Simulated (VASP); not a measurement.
# Driving VASP from ASE on MgO (Periclase), part 3 of 4

Do ASE scripts that read MgO (Periclase) from different structure formats give one answer, and do several routes find one equilibrium volume? All runs use LDA. Left out of this account: 1 further run (fields: a reference on another mesh). The start is a cell from a database of measured crystal structures.

VASP 6.6.1; LDA; plane waves and PAW (Mg, O).

So far. Step 2 (Self-consistent run (LDA, through ASE)): The pressure is -8.21 GPa and the largest force 0.000 eV/Å, so the cell is not at a minimum at these settings. Step 3 (A single point (LDA, through ASE)): The energy lies +0.02 meV an atom from the first script, since this cell and mesh sample the zone at other points.

The database entry behind the starting cell differs from later determinations by our own check (about 0.1 % long), so it need not match the best structure at ambient conditions.

### Step 4. Relaxing cell and atoms (LDA, through ASE)

System of this step: MgO (Periclase). The structure is cubic, space group Fm-3m (No. 225). The conventional cell has a = 4.217 Å, b = 4.217 Å, c = 4.217 Å, α = 90.00°, β = 90.00°, γ = 90.00°. Nearest to Mg lie 6 O at 2.11 Å. O has 6 Mg at 2.11 Å nearest. Farther neighbours and most contacts between anions are not listed.

The start need not lie at this functional's minimum. ISIF = 3 frees volume, shape and positions, and EDIFFG sets the threshold on forces and stress at which the search stops.

The input, run.py:

```python
import numpy as np
from ase.calculators.vasp import Vasp
from ase.io import read

atoms = read('MgO.cif')

calc = Vasp(
    xc='lda',
    pp='LDA',
    prec='Accurate',
    encut=520,
    ediff=1e-06,
    nelm=100,
    ismear=-1,
    sigma=0.05,
    lreal=False,
    algo='Normal',
    nbands=10,
    lorbit=11,
    lwave=False,
    lcharg=False,
    kpar=2,
    ibrion=2,
    nsw=60,
    isif=3,
    ediffg=-0.01,
    pp_version='64',
    setups={'Mg': '', 'O': ''},
    kpts=(10, 10, 10),
    gamma=True,
    txt='vasp.out',
)
atoms.calc = calc

print("energy (eV):", round(atoms.get_potential_energy(), 6))
print("Fermi level (eV):", round(calc.get_fermi_level(), 4))
print("forces (eV/A):")
print(np.round(atoms.get_forces(), 4))
print("stress (GPa, Voigt, tension positive):", np.round(atoms.get_stress() * 160.21766, 3))
print("cell (A, degrees):", np.round(atoms.cell.cellpar(), 4))
print("volume (A^3):", round(atoms.get_volume(), 4))
print("positions:")
print(np.round(atoms.get_scaled_positions(), 5))
```

The input, MgO.cif:

```cif
data_MgO
_cell_length_a 2.98186930
_cell_length_b 2.98186930
_cell_length_c 2.98186930
_cell_angle_alpha 60.00000000
_cell_angle_beta 60.00000000
_cell_angle_gamma 60.00000000
_space_group_name_H-M_alt 'P1'
_space_group_name_Hall 'P 1'
_space_group_IT_number 1
loop_
_space_group_symop_operation_xyz
'x,y,z'
loop_
_atom_site_label
_atom_site_type_symbol
_atom_site_symmetry_multiplicity
_atom_site_Wyckoff_symbol
_atom_site_fract_x
_atom_site_fract_y
_atom_site_fract_z
_atom_site_occupancy
Mg1 Mg 1 a 0.0000000000 0.0000000000 0.0000000000 1
O1 O 1 a 0.5000000000 0.5000000000 0.5000000000 1
```

Potentials, in the order of the species: Mg and O (LDA family, release 64).

On the command line:

```bash
$ export ASE_VASP_COMMAND="mpirun -np 2 vasp_std"
$ python run.py
```

What it wrote:

```text
energy (eV): -13.44668
Fermi level (eV): 4.2639
forces (eV/A):
[[-0.  0.  0.]
 [ 0. -0.  0.]]
stress (GPa, Voigt, tension positive): [-0.017 -0.017 -0.017 -0.     0.     0.   ]
cell (A, degrees): [ 2.9314  2.9314  2.9314 60.     60.     60.    ]
volume (A^3): 17.8111
positions:
[[0.  0.  0. ]
 [0.5 0.5 0.5]]
```

The job ended after 12 s (2 MPI ranks of AMD EPYC 7R43, shared host; peak memory 0.22 GiB; 21 s of CPU time).

The INCAR that ASE wrote:

```
ENCUT = 520.000000
SIGMA = 0.050000
EDIFF = 1.00e-06
EDIFFG = -1.00e-02
ALGO = Normal
PREC = Accurate
IBRION = 2
ISIF = 3
ISMEAR = -1
KPAR = 2
LORBIT = 11
NBANDS = 10
NELM = 100
NSW = 60
LCHARG = .FALSE.
LWAVE = .FALSE.
LREAL = .FALSE.
```

The KPOINTS that ASE wrote:

```
KPOINTS created by Atomic Simulation Environment
0
Gamma
10 10 10
0 0 0
```

vasp.out:

```text
[... set-up lines as in an earlier step ...]
 entering main loop
       N       E                     dE             d eps       ncg     rms          rms(c)
DAV:   1     0.132126756850E+02    0.13213E+02   -0.47012E+03  1052   0.708E+02
DAV:   2    -0.144005520106E+02   -0.27613E+02   -0.26201E+02  1062   0.140E+02
DAV:   3    -0.149898270161E+02   -0.58928E+00   -0.58854E+00  1122   0.187E+01
DAV:   4    -0.149912169148E+02   -0.13899E-02   -0.13899E-02  1056   0.994E-01
DAV:   5    -0.149912204232E+02   -0.35085E-05   -0.35084E-05  1068   0.487E-02    0.704E+00
DAV:   6    -0.134870808541E+02    0.15041E+01   -0.91163E+00   952   0.176E+01    0.228E+00
DAV:   7    -0.134461682983E+02    0.40913E-01   -0.65264E-02  1008   0.237E+00    0.128E+00
DAV:   8    -0.134219851079E+02    0.24183E-01   -0.30777E-02   954   0.192E+00    0.203E-01
DAV:   9    -0.134217598212E+02    0.22529E-03   -0.22551E-04  1080   0.124E-01    0.135E-01
DAV:  10    -0.134216233230E+02    0.13650E-03   -0.32040E-04  1000   0.167E-01    0.800E-03
DAV:  11    -0.134216225241E+02    0.79895E-06   -0.37818E-06  1020   0.111E-02
   1 F= -.13421623E+02 E0= -.13421623E+02  d E =-.134216E+02
 curvature:   0.00 expect dE= 0.000E+00 dE for cont linesearch  0.000E+00
 trial: gam= 0.00000 g(F)=  0.487E-61 g(S)=  0.668E-01 ort = 0.000E+00 (trialstep = 0.100E+01)
 search vector abs. value=  0.668E-01
 bond charge predicted
       N       E                     dE             d eps       ncg     rms          rms(c)
DAV:   1    -0.137114675739E+02   -0.28984E+00   -0.53781E+00   960   0.202E+01    0.389E+00
DAV:   2    -0.134472296206E+02    0.26424E+00   -0.16679E+00   978   0.812E+00    0.427E-01
DAV:   3    -0.134445568326E+02    0.26728E-02   -0.20788E-02   974   0.143E+00    0.245E-01
DAV:   4    -0.134430589938E+02    0.14978E-02   -0.14846E-03   996   0.324E-01    0.708E-02
DAV:   5    -0.134430061120E+02    0.52882E-04   -0.26378E-04   990   0.109E-01    0.155E-02
DAV:   6    -0.134430048297E+02    0.12823E-05   -0.47019E-06   966   0.159E-02    0.938E-04
DAV:   7    -0.134430048251E+02    0.46405E-08   -0.53947E-08   482   0.206E-03
   2 F= -.13443005E+02 E0= -.13443005E+02  d E =-.213823E-01
 trial-energy change:   -0.021382  1 .order   -0.019951   -0.066766    0.026863
 step:   0.7311(harm=  0.7131)  dis= 0.00000  next Energy=   -13.446589 (dE=-0.250E-01)
 bond charge predicted
       N       E                     dE             d eps       ncg     rms          rms(c)
DAV:   1    -0.134661775993E+02   -0.23173E-01   -0.38550E-01   962   0.531E+00    0.105E+00
DAV:   2    -0.134469991848E+02    0.19178E-01   -0.12509E-01   972   0.223E+00    0.104E-01
DAV:   3    -0.134467883954E+02    0.21079E-03   -0.14071E-03   966   0.363E-01    0.600E-02
DAV:   4    -0.134466840254E+02    0.10437E-03   -0.10282E-04   990   0.884E-02    0.189E-02
DAV:   5    -0.134466800017E+02    0.40237E-05   -0.18936E-05   952   0.287E-02    0.395E-03
DAV:   6    -0.134466799488E+02    0.52901E-07   -0.39230E-07   480   0.437E-03
   3 F= -.13446680E+02 E0= -.13446680E+02  d E =-.250574E-01
 curvature:  -0.36 expect dE=-0.888E-07 dE for cont linesearch -0.888E-07
 trial: gam= 0.00000 g(F)=  0.634E-60 g(S)=  0.250E-06 ort =-0.129E-03 (trialstep = 0.946E+00)
 search vector abs. value=  0.250E-06
 reached required accuracy - stopping structural energy minimisation
```

From OUTCAR (step 4):

```text
  LATTYP: Found a face centered cubic cell.
 ALAT       =     4.2170000053

The static configuration has the point symmetry O_h .

 Found     47 irreducible k-points:

   NELECT =       8.0000    total number of electrons

 E-fermi :   4.2639

 k-point     1 :       0.0000    0.0000    0.0000
  band No.  band energies     occupation
      1     -14.0077      2.00000
      2       3.2522      2.00000
      3       3.2522      2.00000
      4       3.2522      2.00000
      5       8.3887      0.00000
      6      19.0367      0.00000
      7      19.0367      0.00000
      8      19.0367      0.00000
      9      23.1881      0.00000
    ...

 k-point     2 :       0.1000    0.0000    0.0000
  band No.  band energies     occupation
      1     -13.8884      2.00000
      2       2.5834      2.00000
      3       3.1771      2.00000
      4       3.1771      2.00000
      5       9.0060      0.00000
      6      17.7977      0.00000
      7      19.2945      0.00000
      8      19.2945      0.00000
      9      24.2069      0.00000
    ...

  Total        0.0018584      0.0018584      0.0018584     -0.0000000      0.0000000     -0.0000000
  in kB        0.1671727      0.1671727      0.1671727     -0.0000000      0.0000000     -0.0000000
  external PRESSURE =       0.1671727 kB  Pullay stress =       0.0000000 kB

  energy-cutoff  :      520.00
  volume of cell :       17.81
      direct lattice vectors                 reciprocal lattice vectors
     2.931357619  0.000000000 -0.000000000     0.341138861 -0.196956613 -0.139269357
     1.465678810  2.538630166 -0.000000000    -0.000000000  0.393913227 -0.139269357
     1.465678810  0.846210055  2.393443474     0.000000000  0.000000000  0.417808071

 POSITION                                       TOTAL-FORCE (eV/Angst)
 -----------------------------------------------------------------------------------
      0.00000      0.00000      0.00000        -0.000000      0.000000      0.000000
      2.93136      1.69242      1.19672         0.000000     -0.000000      0.000000
 -----------------------------------------------------------------------------------
    total drift:                                0.000000      0.000000     -0.000000

  FREE ENERGIE OF THE ION-ELECTRON SYSTEM (eV)
  ---------------------------------------------------
  free  energy   TOTEN  =       -13.4466799488 eV

  energy  without entropy=      -13.4466799487  energy(sigma->0) =      -13.44667995

 reached required accuracy - stopping structural energy minimisation

 total charge
# of ion       s       p       d       tot
------------------------------------------
    1        0.161   0.204   0.090   0.455
    2        1.530   3.565   0.000   5.095
--------------------------------------------------
tot          1.691   3.770   0.090   5.550

[... 5 parts as in an earlier step ...]

[... 6 further parts left out ...]
```

CONTCAR:

```
Mg O
   1.00000000000000
     2.9313576192721911    0.0000000000000000   -0.0000000000000000
     1.4656788096360958    2.5386301658667900   -0.0000000000000000
     1.4656788096360958    0.8462100552889302    2.3934434736121828
  Mg              O
     1     1
Direct
     0.0000000000000000    0.0000000000000000    0.0000000000000000
     0.5000000000000000    0.5000000000000000    0.5000000000000000
```

The run keeps the 48 symmetry operations of its start, so it cannot find a distortion of lower symmetry.

Step by step:

```csv
step,energy less that of the first step (eV),largest force (eV/Å),pressure (GPa),volume (Å³)
1,0.0000,0.0000,-8.21,18.75
2,-0.0214,0.0000,3.54,17.47
3,-0.0251,0.0000,0.02,17.81
```

```csv
"conventional cell, symmetrised",before,after,change
a (Å),4.217,4.146,-1.7 %
b (Å),4.217,4.146,-1.7 %
c (Å),4.217,4.146,-1.7 %
volume (Å³/atom),9.37,8.91,-5.0 %
```

The relaxed structure:

```xyz
2
Lattice="2.9314 0.0000 0.0000 1.4657 2.5386 0.0000 1.4657 0.8462 2.3934" Properties=species:S:1:pos:R:3 pbc="T T T"
Mg    0.0000    0.0000    0.0000
O     2.9314    1.6924    1.1967
```

Numbers from this step:

| Item | Value |
| --- | --- |
| electrons | 8 |
| bands | 10 |
| irreducible k-points | 47 |
| free energy (TOTEN) | -13.45 eV |
| Fermi energy | 4.264 eV |
| pressure | 0.01672 GPa |
| SCF cycles over all ionic steps | 24 |
| gap on the k-mesh | 5.136 eV |
| least direct gap on the k-mesh | 5.136 eV |

It ends with forces that vanish by symmetry and a pressure of 0.02 GPa.

### Step 5. Equation of state by an ASE loop (LDA)

An ASE loop scales the volume and fits the energies, which gives the bulk modulus from energies alone.

The input, run.py:

```python
import numpy as np
from ase.calculators.vasp import Vasp
from ase.io import read
from ase.eos import EquationOfState
from ase.units import GPa

atoms = read('MgO.cif')

calc = Vasp(
    xc='lda',
    pp='LDA',
    prec='Accurate',
    encut=520,
    ediff=1e-06,
    nelm=100,
    ismear=-1,
    sigma=0.05,
    lreal=False,
    algo='Normal',
    nbands=10,
    lorbit=11,
    lwave=False,
    lcharg=False,
    kpar=2,
    isif=2,
    pp_version='64',
    setups={'Mg': '', 'O': ''},
    kpts=(10, 10, 10),
    gamma=True,
    txt='vasp.out',
)
atoms.calc = calc

cell, volumes, energies = atoms.get_cell(), [], []
for x in [0.94, 0.96, 0.98, 1.0, 1.02, 1.04, 1.06]:
    atoms.set_cell(cell * x ** (1 / 3), scale_atoms=True)
    volumes.append(atoms.get_volume())
    energies.append(atoms.get_potential_energy())
    print(f"{x:.2f}  V = {volumes[-1]:.4f} A^3  E = {energies[-1]:.6f} eV")
v0, e0, b0 = EquationOfState(volumes, energies, eos="birchmurnaghan").fit()
print(f"V0 = {v0:.4f} A^3  E0 = {e0:.6f} eV  B0 = {b0 / GPa:.2f} GPa")
```

MgO.cif is that of step 4.

What it wrote:

```text
0.94  V = 17.6230 A^3  E = -13.444009 eV
0.96  V = 17.9979 A^3  E = -13.444668 eV
0.98  V = 18.3729 A^3  E = -13.436905 eV
1.00  V = 18.7478 A^3  E = -13.421623 eV
1.02  V = 19.1228 A^3  E = -13.399572 eV
1.04  V = 19.4977 A^3  E = -13.371392 eV
1.06  V = 19.8727 A^3  E = -13.337732 eV
V0 = 17.8362 A^3  E0 = -13.445460 eV  B0 = 178.29 GPa
```

Wall time 41 s (2 MPI ranks); peak memory 0.19 GiB; 72 s of CPU time.

ASE turned this into the INCAR:

```
ENCUT = 520.000000
SIGMA = 0.050000
EDIFF = 1.00e-06
ALGO = Normal
PREC = Accurate
ISIF = 2
ISMEAR = -1
KPAR = 2
LORBIT = 11
NBANDS = 10
NELM = 100
LCHARG = .FALSE.
LWAVE = .FALSE.
LREAL = .FALSE.
```

The KPOINTS that ASE wrote:

```
KPOINTS created by Atomic Simulation Environment
0
Gamma
10 10 10
0 0 0
```

vasp.out (the last of its runs):

```text
[banner, memory and clock lines left out]
running    2 mpi-ranks, on    1 nodes
 distrk:  each k-point on    1 cores,    2 groups
 distr:  one band on    1 cores,    1 groups

 POSCAR found type information on POSCAR MgO
 POSCAR found :  2 types and       2 ions
 LDA part: xc-table for (Slater(with rela. corr.)+CA(PZ))
 , standard interpolation
 POSCAR, INCAR and KPOINTS ok, starting setup
 FFT: planning ... GRIDC
 FFT: planning ... GRID_SOFT
 FFT: planning ... GRID
 WAVECAR not read
 WARNING: random wavefunctions but no delay for mixing, default for NELMDL
 entering main loop
       N       E                     dE             d eps       ncg     rms          rms(c)
DAV:   1     0.146152806926E+02    0.14615E+02   -0.46543E+03  1028   0.714E+02
DAV:   2    -0.142010158573E+02   -0.28816E+02   -0.27775E+02  1068   0.140E+02
DAV:   3    -0.148978310753E+02   -0.69682E+00   -0.69615E+00  1120   0.204E+01
DAV:   4    -0.148995384898E+02   -0.17074E-02   -0.17074E-02  1042   0.111E+00
DAV:   5    -0.148995431811E+02   -0.46913E-05   -0.46913E-05  1080   0.557E-02    0.699E+00
DAV:   6    -0.134096068619E+02    0.14899E+01   -0.95641E+00   964   0.177E+01    0.240E+00
DAV:   7    -0.133636018006E+02    0.46005E-01   -0.93572E-02   996   0.264E+00    0.129E+00
DAV:   8    -0.133381894717E+02    0.25412E-01   -0.37198E-02   942   0.206E+00    0.223E-01
DAV:   9    -0.133378975976E+02    0.29187E-03   -0.27834E-04  1082   0.139E-01    0.145E-01
DAV:  10    -0.133377330879E+02    0.16451E-03   -0.35860E-04   996   0.181E-01    0.815E-03
DAV:  11    -0.133377322189E+02    0.86892E-06   -0.39684E-06  1018   0.108E-02
   1 F= -.13337732E+02 E0= -.13337732E+02  d E =-.143267E-10
```

OUTCAR, selected parts (step 5):

```text
   ENCUT  =  520.0 eV  38.22 Ry    6.18 a.u.   5.65  5.65  5.65*2*pi/ulx,y,z

   NELECT =       8.0000    total number of electrons

 E-fermi :   3.4897

 k-point     1 :       0.0000    0.0000    0.0000
  band No.  band energies     occupation
      1     -14.2632      2.00000
      2       2.4270      2.00000
      3       2.4270      2.00000
      4       2.4270      2.00000
      5       6.5053      0.00000
      6      17.6157      0.00000
      7      17.6157      0.00000
      8      17.6157      0.00000
      9      21.4824      0.00000
    ...

  Total       -1.9382981     -1.9382981     -1.9382981     -0.0000000     -0.0000000     -0.0000000
  in kB     -156.2695918   -156.2695918   -156.2695918     -0.0000000     -0.0000000     -0.0000000
  external PRESSURE =    -156.2695918 kB  Pullay stress =       0.0000000 kB

 POSITION                                       TOTAL-FORCE (eV/Angst)
 -----------------------------------------------------------------------------------
      0.00000      0.00000      0.00000         0.000000      0.000000      0.000000
      3.04035      1.75535      1.24122        -0.000000     -0.000000      0.000000
 -----------------------------------------------------------------------------------
    total drift:                                0.000000      0.000000     -0.000000

  FREE ENERGIE OF THE ION-ELECTRON SYSTEM (eV)
  ---------------------------------------------------
  free  energy   TOTEN  =       -13.3377322189 eV

  energy  without entropy=      -13.3377322189  energy(sigma->0) =      -13.33773222

[... 3 parts as in an earlier step ...]

[... 13 further parts left out ...]
```

Numbers from this step:

* bulk modulus: 178.3 GPa
* equilibrium volume of the fit: 8.918 Å³/atom

The fitted volume lies +0.14 % from the relaxed one.

### Step 6. BFGS in ASE (LDA)

Here ASE drives the relaxation and calls VASP for forces and stress at each step.

The input, run.py:

```python
import numpy as np
from ase.calculators.vasp import Vasp
from ase import Atoms
from ase.optimize import BFGS
from ase.filters import FrechetCellFilter

atoms = Atoms(['Mg', 'O'],
              cell=[[0.0, 2.1085, 2.1085], [2.1085, 0.0, 2.1085], [2.1085, 2.1085, 0.0]],
              scaled_positions=[[0.0, 0.0, 0.0], [0.5, 0.5, 0.5]],
              pbc=True)

calc = Vasp(
    xc='lda',
    pp='LDA',
    prec='Accurate',
    encut=520,
    ediff=1e-06,
    nelm=100,
    ismear=-1,
    sigma=0.05,
    lreal=False,
    algo='Normal',
    nbands=10,
    lorbit=11,
    lwave=False,
    lcharg=False,
    kpar=2,
    isif=2,
    pp_version='64',
    setups={'Mg': '', 'O': ''},
    kpts=(10, 10, 10),
    gamma=True,
    txt='vasp.out',
)
atoms.calc = calc

BFGS(FrechetCellFilter(atoms)).run(fmax=0.02, steps=30)
print("cell (A, degrees):", np.round(atoms.cell.cellpar(), 4))
print("volume (A^3):", round(atoms.get_volume(), 4))
print("energy (eV):", round(atoms.get_potential_energy(), 6))
print("Fermi level (eV):", round(calc.get_fermi_level(), 4))
print("forces (eV/A):")
print(np.round(atoms.get_forces(), 4))
print("stress (GPa, Voigt, tension positive):", np.round(atoms.get_stress() * 160.21766, 3))
```

What it wrote:

```text
Step     Time          Energy          fmax
BFGS:    0 --:--:--      -13.421623        0.480270
BFGS:    1 --:--:--      -13.430355        0.387271
BFGS:    2 --:--:--      -13.445369        0.022950
BFGS:    3 --:--:--      -13.445481        0.001239
cell (A, degrees): [ 2.9319  2.9319  2.9319 60.     60.     60.    ]
volume (A^3): 17.8201
energy (eV): -13.445481
Fermi level (eV): 4.2591
forces (eV/A):
[[ 0.  0. -0.]
 [-0. -0.  0.]]
stress (GPa, Voigt, tension positive): [ 0.022  0.022  0.022 -0.    -0.     0.   ]
```

The job ended after 25 s (2 MPI ranks; peak memory 0.19 GiB).

The INCAR that ASE wrote:

```
ENCUT = 520.000000
SIGMA = 0.050000
EDIFF = 1.00e-06
ALGO = Normal
PREC = Accurate
ISIF = 2
ISMEAR = -1
KPAR = 2
LORBIT = 11
NBANDS = 10
NELM = 100
LCHARG = .FALSE.
LWAVE = .FALSE.
LREAL = .FALSE.
```

ASE turned this into the KPOINTS:

```
KPOINTS created by Atomic Simulation Environment
0
Gamma
10 10 10
0 0 0
```

vasp.out (the last of its runs):

```text
[... set-up lines as in an earlier step ...]
 entering main loop
       N       E                     dE             d eps       ncg     rms          rms(c)
DAV:   1     0.815532343468E+01    0.81553E+01   -0.46813E+03  1124   0.706E+02
DAV:   2    -0.146264710804E+02   -0.22782E+02   -0.22392E+02  1052   0.133E+02
DAV:   3    -0.150317175751E+02   -0.40525E+00   -0.40489E+00  1118   0.152E+01
DAV:   4    -0.150325448213E+02   -0.82725E-03   -0.82723E-03  1026   0.786E-01
DAV:   5    -0.150325471440E+02   -0.23227E-05   -0.23227E-05  1074   0.399E-02    0.710E+00
DAV:   6    -0.135070502184E+02    0.15255E+01   -0.87761E+00   958   0.177E+01    0.219E+00
DAV:   7    -0.134692353342E+02    0.37815E-01   -0.53561E-02  1020   0.220E+00    0.128E+00
DAV:   8    -0.134457954764E+02    0.23440E-01   -0.26178E-02   960   0.182E+00    0.190E-01
DAV:   9    -0.134456000522E+02    0.19542E-03   -0.20906E-04  1084   0.118E-01    0.127E-01
DAV:  10    -0.134454820819E+02    0.11797E-03   -0.30397E-04   992   0.158E-01    0.738E-03
DAV:  11    -0.134454813935E+02    0.68834E-06   -0.37096E-06  1004   0.116E-02
   1 F= -.13445481E+02 E0= -.13445481E+02  d E =-.298878E-10
```

(Continued in part 4 of 4.)

[Lines on the potential files, build, host, timing and source positions are cut from VASP's logs without a mark.]

[Logs are printed without paths, hosts, clocks, repeated set-up lines and the standing remarks that a program may print on its own settings, such as how far it seeks lower states.]

[Hosts, paths, dates, database ids (printed as entryN), source tags and the programs' standing remarks are cut or masked in the printed files.]

[A measured line is paired with the nearest computed mode of its activity, which favours agreement.]
